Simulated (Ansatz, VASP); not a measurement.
**One calculation of ZnS, two programs**

The input run.py:

```python
from ase.calculators.vasp import Vasp
from ase.dft.bandgap import bandgap
from ase.spacegroup import crystal

atoms = crystal(
    ['Zn', 'S'],
    basis=[[0.25, 0.25, 0.25], [0.0, 0.0, 0.0]],
    spacegroup=216,
    setting=1,
    cellpar=[5.404, 5.404, 5.404, 90.0, 90.0, 90.0],
    primitive_cell=True,
)
calc = Vasp(
    directory='calc',
    xc='pbesol',
    pp='PBE',
    setups='materialsproject',
    prec='Accurate',
    encut=520,
    ediff=1e-06,
    ismear=0,
    sigma=0.1,
    lreal=False,
    lasph=True,
    nelm=80,
    algo='Normal',
    isif=2,
    lwave=False,
    lcharg=True,
    lelf=True,
    lvhar=True,
    kpts=[9, 9, 9],
    gamma=True,
    nbands=16,
)
atoms.calc = calc

print('energy (eV):', atoms.get_potential_energy())
print('free energy (eV):', atoms.get_potential_energy(force_consistent=True))
print('forces (eV/A):')
print(atoms.get_forces())
print('stress (eV/A^3, Voigt):', atoms.get_stress())
print('Fermi level (eV):', calc.get_fermi_level())
gap, top, bottom = bandgap(calc)
print('band gap (eV):', gap, 'from (spin, k, band)', top, 'to', bottom)
```

Contents of input.yaml:

```yaml
crystal:
  lattice:
    - [0.0, 2.702, 2.702]
    - [2.702, 0.0, 2.702]
    - [2.702, 2.702, 0.0]
  atoms:
    - { symbol: Zn, position: [0.75, 0.75, 0.75] }
    - { symbol: S, position: [0.0, 0.0, 0.0] }
hamiltonian:
  xc: pbesol
  pseudopotentials: { kind: paw }
kpoints:
  mp_grid: { grid: [9, 9, 9] }
scf:
  occupations: { method: gaussian, width: 0.1 }
output:
  forces: true
  stress: true
  eigenvalues: true
  write_density: true
  write_potential: true
  elf: true
  volumetric_format: npy
```

Alike in both runs: task single point; functional PBEsol; k mesh 9 × 9 × 9; occupations gaussian, width 0.1 eV; no spin polarisation.

|  | VASP | Ansatz |
| --- | --- | --- |
| version | VASP 6.6.1 | Ansatz 0.2.0 |
| potentials or method | VASP PAW PBE potentials, release 64 (Zn, S) | Ansatz PAW |
| plane-wave cutoff (eV) | 520 | 420 |
| valence electrons in the cell | 18 | 18 |

```csv
,VASP,Ansatz,Ansatz less VASP
gap on the k mesh at the Fermi level (eV),1.98,1.97,-0.006
least direct gap on the mesh (eV),1.98,1.97,-0.006
pressure (GPa),-1.8,-2.0,-0.19
```

Caveats: the PAW data sets were made with another functional, which shifts forces and pressure a little (VASP); odd divisions of the mesh miss points on the zone boundary, where band edges often lie, so the gap on the mesh can be too wide (Ansatz); the PAW data sets come from PBE, with cores solved anew for the run's functional, which leaves a small shift of forces and pressure (Ansatz).
